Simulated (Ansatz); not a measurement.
Si2Mo: a sublattice moved along a line

Level of theory: DFT PBE, scalar-relativistic, plane waves, PAW in Ansatz. The runs took a 420 eV cutoff, a Γ-centred 20×20×20 mesh and Gaussian smearing (0.15 eV). No spin polarisation. Energies are free energies at this smearing, counted from the undisturbed cell; pressure is positive in compression.

The undisturbed cell (relaxed at this level):

```
Si Mo
1.0
    -1.60842    1.60842    3.93651
     1.60842   -1.60842    3.93651
     1.60842    1.60842   -3.93651
Si Mo
2 1
Direct
  0.33510 0.33510 0.00000
  0.66490 0.66490 0.00000
  0.00000 0.00000 0.00000
```

Every Si atom is moved by x along the Cartesian unit vector (0.707, -0.707, 0.000); the cell and all other atoms stay fixed.

| x (Å) | ΔE (meV/cell) | force along x on the moved atoms (eV/Å) | pressure (GPa) | gap on the mesh (eV) |
| --- | --- | --- | --- | --- |
| -0.5000 | 1538.6 | 7.59 | 18.1 | 0.05 |
| -0.2500 | 314.5 | 2.71 | 4.3 | 0.00 |
| 0.0000 | 0.0 | 0.00 | 0.0 | 0.00 |
| 0.1250 | ? | -1.21 | 1.1 | 0.00 |
| 0.3750 | 774.8 | -4.77 | 10.0 | 0.00 |

**Question.** Give the withheld values.

**Answer.** ΔE (meV/cell) at x (Å) = 0.1250: 74.0.